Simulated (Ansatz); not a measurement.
# Si12H4CN16Cl4F3: the cost of one run

Computed with Ansatz 0.2.0 (DFT PBE+D3(BJ), scalar-relativistic, plane waves, PAW, unless a step's input says otherwise).

1 further run of the same task is left out (set aside as unsound or not needed).

## (1) The system as given

The structure is monoclinic, space group Pm (No. 6). The conventional cell has a = 7.619 Å, b = 2.911 Å, c = 25.476 Å, α = 90.00°, β = 90.00°, γ = 90.00°. Si (site symmetry m) is surrounded by 3 N at 1.74 Å. Around N (site symmetry m) lie 1 H at 1.01 Å. N (site symmetry m) is surrounded by 3 Si at 1.74 Å. Around Si (site symmetry m) lie 4 N at 1.73 to 1.74 Å. Only part of the 18 independent sites is listed.

Coordinates:

```cif
data_structure
_symmetry_space_group_name_H-M 'Pm'
_symmetry_Int_Tables_number 6
_cell_length_a 7.6192
_cell_length_b 2.9113
_cell_length_c 25.4762
_cell_angle_alpha 90.000
_cell_angle_beta 90.000
_cell_angle_gamma 90.000
_cell_volume 565.11
loop_
_atom_site_label
_atom_site_type_symbol
_atom_site_symmetry_multiplicity
_atom_site_Wyckoff_symbol
_atom_site_fract_x
_atom_site_fract_y
_atom_site_fract_z
_atom_site_occupancy
Si1 Si 1 a 0.52904 0.00000 0.39478 1
N1 N 1 b 0.00000 0.50000 0.41367 1
N2 N 1 b 0.63509 0.50000 0.41454 1
N3 N 1 a 0.32009 0.00000 0.42228 1
Si2 Si 1 b 0.20984 0.50000 0.43987 1
Si3 Si 1 b 0.81920 0.50000 0.45491 1
N4 N 1 a 0.81500 0.00000 0.49226 1
N5 N 1 b 0.18477 0.50000 0.50757 1
Si4 Si 1 a 0.17595 0.00000 0.54511 1
Si5 Si 1 a 0.78432 0.00000 0.56007 1
N6 N 1 b 0.67284 0.50000 0.57791 1
N7 N 1 a 0.35800 0.00000 0.58681 1
N8 N 1 a 0.99359 0.00000 0.58452 1
Si6 Si 1 b 0.46485 0.50000 0.60495 1
Cl1 Cl 1 a 0.50844 0.00000 0.31461 1
H1 H 1 b 0.98118 0.50000 0.37428 1
H2 H 1 a 0.01300 0.00000 0.62396 1
Cl2 Cl 1 b 0.48892 0.50000 0.68519 1
```

Planes are indexed in the bulk's conventional cell (P6_3/m (No. 176)), a = 7.619 Å, b = 7.619 Å, c = 2.911 Å, α = 90.00°, β = 90.00°, γ = 120.00°.

This (100) slab, 5.4 Å thick as cut, with 16 Å of vacuum, in a 2×1 surface cell; its outer planes are Si (top) and Si (bottom), was relaxed beforehand with its lower half held: -18194.8357 eV, gap on the mesh 3.80 eV, ionisation potential 5.60 eV (top face), 5.52 eV (bottom face), electron affinity 1.80 eV (top face), 1.72 eV (bottom face), dipole along +c -0.021 e·Å per cell.

## (2) CF3, anchor, over a top (Cl) site

The input, input.yaml:

```yaml
crystal:
  lattice:
    - [5.8226178761, 0.0, 0.0]
    - [0.0, 7.6192383001, 0.0]
    - [0.0, 0.0, 27.9310746133]
  atoms:
    - { symbol: Si, position: [0.375, 0.5290403533, 0.3600832941] }
    - { symbol: Si, position: [0.875, 0.5290403533, 0.3600832941] }
    - { symbol: "N", position: [0.125, 0.0, 0.377307691] }
    - { symbol: "N", position: [0.625, 0.0, 0.377307691] }
    - { symbol: "N", position: [0.125, 0.6350876235, 0.3781083547] }
    - { symbol: "N", position: [0.625, 0.6350876235, 0.3781083547] }
    - { symbol: "N", position: [0.375, 0.3200857022, 0.3851682751] }
    - { symbol: "N", position: [0.875, 0.3200857022, 0.3851682751] }
    - { symbol: Si, position: [0.125, 0.2098373764, 0.4012084159] }
    - { symbol: Si, position: [0.625, 0.2098373764, 0.4012084159] }
    - { symbol: Si, position: [0.125, 0.8192029769, 0.4149294371] }
    - { symbol: Si, position: [0.625, 0.8192029769, 0.4149294371] }
    - { symbol: "N", position: [0.375, 0.8150019212, 0.4489946385] }
    - { symbol: "N", position: [0.875, 0.8150019212, 0.4489946385] }
    - { symbol: "N", position: [0.125, 0.1847703158, 0.4629576916] }
    - { symbol: "N", position: [0.625, 0.1847703158, 0.4629576916] }
    - { symbol: Si, position: [0.375, 0.1759527897, 0.4971995461] }
    - { symbol: Si, position: [0.875, 0.1759527897, 0.4971995461] }
    - { symbol: Si, position: [0.375, 0.7843152361, 0.5108406385] }
    - { symbol: Si, position: [0.875, 0.7843152361, 0.5108406385] }
    - { symbol: "N", position: [0.125, 0.6728399787, 0.5271126729] }
    - { symbol: "N", position: [0.625, 0.6728399787, 0.5271126729] }
    - { symbol: "N", position: [0.375, 0.358002389, 0.5352345945] }
    - { symbol: "N", position: [0.875, 0.358002389, 0.5352345945] }
    - { symbol: "N", position: [0.375, -0.0064062147, 0.5331486992] }
    - { symbol: "N", position: [0.875, -0.0064062147, 0.5331486992] }
    - { symbol: Si, position: [0.125, 0.4648503211, 0.5517762163] }
    - { symbol: Si, position: [0.625, 0.4648503211, 0.5517762163] }
    - { symbol: Cl, position: [0.375, 0.5084362281, 0.2869565236] }
    - { symbol: Cl, position: [0.875, 0.5084362281, 0.2869565236] }
    - { symbol: H, position: [0.125, 0.9811789238, 0.3413821177] }
    - { symbol: H, position: [0.625, 0.9811789238, 0.3413821177] }
    - { symbol: H, position: [0.375, 0.013004941, 0.5691165459] }
    - { symbol: H, position: [0.875, 0.013004941, 0.5691165459] }
    - { symbol: Cl, position: [0.125, 0.4889153271, 0.62496816] }
    - { symbol: Cl, position: [0.625, 0.4889153271, 0.62496816] }
    - { symbol: C, position: [0.125, 0.4889153271, 0.6994371888], spin: 1.0 }
    - { symbol: F, position: [0.2467752346, 0.3538379591, 0.7157232356] }
    - { symbol: F, position: [0.2171881655, 0.6370468286, 0.7157232356] }
    - { symbol: F, position: [-0.0889634001, 0.4758611935, 0.7157232356] }
basis:
  ecutwfc: 420
kpoints:
  mp_grid: { grid: [3, 2, 1] }
hamiltonian:
  xc: pbe
  dispersion: d3bj
scf:
  occupations: { method: gaussian, width: 0.05 }
output:
  forces: true
  eigenvalues: true
  populations: true
  write_density: true
  write_potential: true
  elf: true
  volumetric_format: npy
magnetization:
  spin_polarized: true
relax:
  adjacent_minimum: "off"
  f_tol: 0.04
  max_steps: 100
  constraints: [{ sites: [0, 1, 2, 3, 4, 5, 6, 7, 8, 9, 10, 11, 12, 13] }]
efield:
  axis: 3
  dipole_correction: true
  ramp_width: 0.04
```

The run is started by

```bash
> ansatz run input.yaml --threads 4 --pin off --max-ram 10240MiB --backend cpu --events-out ev --progress --plain --runs-dir out
```

**Question.** How long does this run take on 4 threads of Intel Xeon at 2.50GHz (Skylake/Cascade Lake), shared host, and how much memory does it need?

About 24 min, with a peak of 3.7 GiB.
